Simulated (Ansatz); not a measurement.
The system is MgS (Niningerite).

```
CELL_PARAMETERS angstrom
0.00000 2.60165 2.60165
2.60165 0.00000 2.60165
2.60165 2.60165 0.00000
ATOMIC_POSITIONS crystal
S 0.50000 0.50000 0.50000
Mg 0.00000 0.00000 0.00000
```

A run of Ansatz 0.2.0 on this cell left the log below. Logs are shortened: lines on timing, memory, paths and dates and some standing lists are left out, and cuts for length are marked.

```text
Warning: RAYON_NUM_THREADS=2 ignored (pool sized by the plan → 2); use --threads N
Engine: ansatz 0.2.0, x86_64-unknown-linux-gnu
Pseudopotentials: kind: paw
Pseudopotential: S, paw, valence charge 6, recommended cutoff 420 eV (normal), S.paw.azcp
Pseudopotential: Mg, paw, valence charge 10, recommended cutoff 420 eV (normal), Mg.paw.azcp
Functional definition: PBEsol
  exchange = pbesol_x
  correlation = pbesol_c
Crystal: 2 atoms, lattice volume = 35.219 Å³
Basis set: ecut = 420 eV, 701 PW (Γ), exchange–correlation on 50×50×50 points (8 copies of the dense FFT grid, shifted against one another)
Bands: 12, of which v1, the nominal top of the filled ones, is band 8 counted from 1 (7 counted from 0)
Symmetry: 48 space group operations
Space group: Fm-3m (ITA 225), of the structure as read, at distance tolerance 3.3e-5 Å
k-points: 35 of 729
Non-local potential: S, projectors of the file, l = 0: 2, l = 1: 2, l = 2: 2
Non-local potential: Mg, projectors of the file, l = 0: 3, l = 1: 2, l = 2: 1
PAW form: soft (Blöchl's): semilocal exchange-correlation on the pseudo side does not see the compensation charge
PAW frozen core: S, regenerated for the run's functional, and the local potential with it (the file was generated under x = pbe(κ = 0.804, μ = 0.2195149727645171), c = pbe(β = 0.06672455060314922))
PAW frozen core: Mg, regenerated for the run's functional, and the local potential with it (the file was generated under x = pbe(κ = 0.804, μ = 0.2195149727645171), c = pbe(β = 0.06672455060314922))
PAW one-centre angular grid: S, 110 points (default); XC on 64 Gauss nodes
PAW one-centre angular grid: Mg, 110 points (default); XC on 64 Gauss nodes
Initial density: superposition of atomic densities (neutral atoms: chi_scale 0, normalization atom), corrected by the library's trained network
Initial wavefunctions: pseudopotential atomic-orbital guess
Functional: x = pbesol(κ = 0.804, μ = 0.12345679012345678), c = pbesol(β = 0.046)
SCF iter   1: F=—  HF=-2799.919534 eV  |F-HF|=—  |Δ(HF+E_count)|=         —  Δρ=3.79e-3  dr2=7.06e-3  ethr=1.77e-3  ⟨swp⟩=6.3  Hψ=2518  notcnv=0
preconditioner: auto → none  [insulator: Δε(μ)=2.767 eV  Ē_g=11.642 eV  σ=0.050 eV  W_gap=1.00  n_scr=8 (ndim 8)  ℏωp=17.7 eV  f_vac=0.000  D(μ)=0.00/eV (n_scr^D=0)  ε∞_Penn≈3.3]
[... 39 lines left out ...]
basis re-selected at this cell: Δ(F+E_penalty+E_count) = +1.561e-5 eV, ΔP = +0.000 GPa vs the last step (what re-selecting the basis moved, of the pressure what is left beyond the Pulay correction that the steps carried, after the strain that the cell walked since its last selection, with what the two solves' SCF thresholds leave and, on support functions, any second-order correction that the steps lacked; it is no measure of the basis error at this ecutwfc). This SCF's stress stands 3.15e-3 GPa from its target on what of the cell is left free (relax.cell.stress_tol is 5.00e-2 GPa) and its largest allowed force component is 6.66e-31 eV/Å (relax.f_tol is 1.00e-2 eV/Å): within both
SCF converged after 5 iterations
Free energy (F): -2799.917832 eV
Harris-Foulkes:  -2799.917832 eV  (|F-HF|=1.55e-11)
Internal energy: -2799.917832 eV  (E = F + TS)
E sigma→0 (E₀):  -2799.917832 eV
Fermi energy:    7.914366 eV
--- Per-component energies (eV) ---
  E_band       = -328.621393
  E_kinetic    = 185.158610
  E_local      = -1659.532495  (includes V_loc(G=0)·N_el)
  E_nonlocal   = 124.265418
  E_hartree    = 590.227424
  E_xc         = -126.442505
  E_vxc        = -126.748516  (∫ρ·V_xc dr)
  E_paw        = -865.672445  (= ΣΔE_a)
  E_vpaw       = -32.219350  (= ΣTr[D̂ρ^β])
  E_aug_tail   = -0.000003  (compensation charges beyond the density's cutoff)
  E_ewald      = -1048.042647
  E_core_change = 0.120812  (= ΣΔE_core)
  E_smearing   = -0.000000  (= −TS)
  E_closure    = 0.000000  (closes the sum)
  Σ components = -2799.917832   (vs F -2799.917832, Δ=0.00e0)
--- Forces (eV/Å), atoms counted from 1 ---
  atom   1  S     -0.00000000    -0.00000000     0.00000000
  atom   2  Mg    -0.00000000     0.00000000    -0.00000000
  max |Σ_I F_I| component: 1.30e-30 eV/Å
--- Stress (GPa, compression-positive) ---
        0.003146      -0.000000      -0.000000
       -0.000000       0.003146       0.000000
       -0.000000      -0.000000       0.003146
  P = ⅓ Tr σ = 0.0031 GPa (0.031 kbar)
--- Band table (eV; the first three rows and the last of 35) ---
  k-point 0: bands = ["-67.8170", "-34.7574", "-34.7574", "-34.7574", "-6.2740", "6.4778", "6.4778", "6.4778", "10.1682", "14.2833", "14.2833", "14.2833"]
  k-point 1: bands = ["-67.8169", "-34.7583", "-34.7575", "-34.7575", "-6.1496", "5.5889", "6.3931", "6.3931", "10.8548", "13.9980", "14.5034", "14.5034"]
  k-point 2: bands = ["-67.8168", "-34.7604", "-34.7578", "-34.7578", "-5.8040", "3.9957", "6.1969", "6.1969", "11.3745", "14.3538", "14.3538", "14.4177"]
  k-point 34: bands = ["-67.8165", "-34.7625", "-34.7616", "-34.7600", "-4.5185", "2.8315", "3.4084", "4.3019", "11.6461", "13.7283", "14.0883", "15.5245"]
--- Relaxed structure (3 steps of the walk, 3 accepted, 1 SCFs on fresh bases) ---
  F+E_penalty+E_count = -2799.91783247 eV   max|allowed force component| = 6.656e-31 eV/Å   (the final SCF, on the basis selected at the relaxed cell)
  cell:  # Å, volume = 34.7870 Å³
    - [-5.859677837829928e-34, 2.5909692033781733, 2.5909692033781733]
    - [2.5909692033781733, -2.5476860164477955e-34, 2.5909692033781733]
    - [2.5909692033781733, 2.5909692033781733, -8.407363854277724e-34]
  atoms:
    - { symbol: S, position: [0.5, 0.5, 0.5] }
    - { symbol: Mg, position: [-8.675068335749825e-37, -3.0683338871858406e-48, 1.1566757781003565e-36] }
```

**Question.** Write the input and the command behind it.

**Answer.** Relaxation of cell and atoms with PBEsol, no spin polarisation. The files as run (others can give the same):

input.yaml
```yaml
crystal:
  lattice:
    - [0.0, 2.60165, 2.60165]
    - [2.60165, 0.0, 2.60165]
    - [2.60165, 2.60165, 0.0]
  atoms:
    - { symbol: S, position: [0.5, 0.5, 0.5] }
    - { symbol: Mg, position: [0.0, 0.0, 0.0] }
hamiltonian:
  xc: pbesol
  pseudopotentials: { kind: paw }
kpoints:
  mp_grid: { grid: [9, 9, 9] }
scf:
  occupations: { method: fermi_dirac, width: 0.05 }
output:
  forces: true
  stress: true
  eigenvalues: true
relax:
  f_tol: 0.01
  max_steps: 40
  cell: { stress_tol: 0.05 }
```

Potentials or basis: Ansatz PAW.
The run is started by
```bash
$ ansatz run input.yaml --threads 2 --pin off --max-ram 5632MiB --backend cpu --events-out ev --progress --plain --runs-dir out
```

Caveat: odd divisions of the mesh miss points on the zone boundary, where band edges often lie, so the gap on the mesh can be too wide; the plane-wave basis is chosen anew once the cell has moved, so the energies of steps on either side of that aren't comparable; the PAW data sets come from PBE, with cores solved anew for the run's functional, which leaves a small shift of forces and pressure.
